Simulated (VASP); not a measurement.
Wanted: the native input for a VASP 6.6.1 run.

```yaml
Task: single point
Functional: PBEsol
Potentials_or_basis: VASP PAW PBE potentials, release 64 (Fe, Ge_d)
Cutoff: 350 eV
k_mesh: 2 × 2 × 2
Occupations: gaussian, width 0.03 eV
Spin: collinear spin, ferromagnetic start
Starting_moments: "[4.0, 0.0, 0.0, 0.0, 0.0, 0.0, 0.0, 0.0, 0.0, 0.0, 0.0, 0.0, 0.0, 0.0, 0.0, 0.0, 0.0, 0.0, 0.0, 0.0, 0.0, 0.0, 0.0, 0.0] μB"
Fixed_moment: 4 μB
Hubbard_terms: Fe d U = 4 eV
Dq: 0
Further_INCAR_settings: LREAL = Auto; ALGO = Normal; EDIFF = 1e-05; NBANDS = 187
```

The structure of FeGe23 (a cell with a defect) lies in POSCAR:

```
FeGe23
1.0
    0.0000000000      8.4863100000      8.4863100000
    5.6575400000      0.0000000000      5.6575400000
    5.6575400000      5.6575400000      0.0000000000
Fe Ge
1 23
Direct
    0.0000000000      0.0000000000      0.0000000000
    0.0000000000      0.0000000000      0.5000000000
    0.0000000000      0.5000000000      0.0000000000
    0.0000000000      0.5000000000      0.5000000000
    0.3333330000      0.0000000000      0.0000000000
    0.3333330000      0.0000000000      0.5000000000
    0.3333330000      0.5000000000      0.0000000000
    0.3333330000      0.5000000000      0.5000000000
    0.6666670000      0.0000000000      0.0000000000
    0.6666670000      0.0000000000      0.5000000000
    0.6666670000      0.5000000000      0.0000000000
    0.6666670000      0.5000000000      0.5000000000
    0.0833333333      0.1250000000      0.1250000000
    0.0833333333      0.1250000000      0.6250000000
    0.0833333333      0.6250000000      0.1250000000
    0.0833333333      0.6250000000      0.6250000000
    0.4166663333      0.1250000000      0.1250000000
    0.4166663333      0.1250000000      0.6250000000
    0.4166663333      0.6250000000      0.1250000000
    0.4166663333      0.6250000000      0.6250000000
    0.7500003333      0.1250000000      0.1250000000
    0.7500003333      0.1250000000      0.6250000000
    0.7500003333      0.6250000000      0.1250000000
    0.7500003333      0.6250000000      0.6250000000
```

These files were run (other wordings do the same):

INCAR

```
ALGO = Normal ; EDIFF = 1E-5
ENCUT = 350 ; GGA = PS
ISIF = 2 ; ISMEAR = 0
ISPIN = 2 ; KPAR = 2
LASPH = True ; LCHARG = False
LDAU = True ; LDAUJ = 0 0
LDAUL = 2 -1 ; LDAUPRINT = 1
LDAUTYPE = 2 ; LDAUU = 4 0
LMAXMIX = 4 ; LORBIT = 11
LREAL = Auto ; LWAVE = False
MAGMOM = 4 0 0 0 0 0 0 0 0 0 0 0 0 0 0 0 0 0 0 0 0 0 0 0 ; NBANDS = 187
NELM = 120 ; NUPDOWN = 4
PREC = Accurate ; SIGMA = 0.03
```

KPOINTS

```
k-points
0
Gamma
  2 2 2
```

Potentials or basis: VASP PAW PBE potentials, release 64 (Fe, Ge_d).

Command:

```bash
$ cat potpaw_PBE.64/Fe/POTCAR potpaw_PBE.64/Ge_d/POTCAR > POTCAR
$ mpirun -np 4 vasp_std > vasp.out
```

It gave:

- Largest force: 0.378 eV/Å
- Net moment: 4.00 μB per cell
- Site moments: Fe +3.36; Ge +0.01, -0.00, +0.03, +0.02, -0.03, +0.00 μB
- Valence electrons inside the program's atomic spheres: Fe 6.93; Ge 12.40, 12.41, 12.42

Caveat: the k mesh is coarse (spacing up to 0.48 Å⁻¹), so the values aren't converged; the PAW data sets were made with another functional, which shifts forces and pressure a little; the total moment is fixed, so each spin has its own Fermi level; the U is typed as a test and isn't derived for this compound.

It took 9.9 min on 4 MPI ranks on AMD EPYC 9R45 96-Core Processor (Zen 5), with other jobs on the host, peak memory 0.53 GiB a rank.
